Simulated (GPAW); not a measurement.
Rh:

```
Rh
1.0
     0.00000    1.89785    1.89785
     1.89785    0.00000    1.89785
     1.89785    1.89785    0.00000
Rh
1
Direct
  0.00000 0.00000 0.00000
```

| Item | Value |
| --- | --- |
| Program | GPAW 26.7.0 |
| Task | relaxation of cell and atoms |
| Functional | PBEsol |
| Dispersion | D3(BJ) |
| Potentials or basis | PAW data sets generated in the run's folder for this functional |
| Cutoff | 600 eV |
| Basis | pw |
| k mesh | 12 × 12 × 12 |
| Occupations | fermi-dirac, width 0.05 eV |
| Spin | no spin polarisation |

At the start: pressure -8.7 GPa; volume 13.67 Å³/atom.

Question: How do energy, volume and symmetry change on relaxing?

Answer: Over 3 steps the energy falls by 11.3 meV/atom and the volume is 13.27 Å³/atom (-2.9 %); space group Fm-3m (No. 225, to 0.05 Å).

Step by step:
| step | energy change (eV) | largest force (eV/Å) | pressure (GPa) | volume (Å³) |
| --- | --- | --- | --- | --- |
| 1 | 0.0000 | 0.0000 | -8.67 | 13.67 |
| 2 | -0.0113 | 0.0000 | 0.62 | 13.24 |
| 3 | -0.0113 | 0.0000 | -0.03 | 13.27 |

Final structure:
```
Rh
1.0
     0.00000    1.87919    1.87919
     1.87919    0.00000    1.87919
     1.87919    1.87919    0.00000
Rh
1
Direct
  0.00000 0.00000 0.00000
```

Caveat: later steps reuse the first step's grids; pairwise dispersion overbinds metals, which lowers pressure and volume.
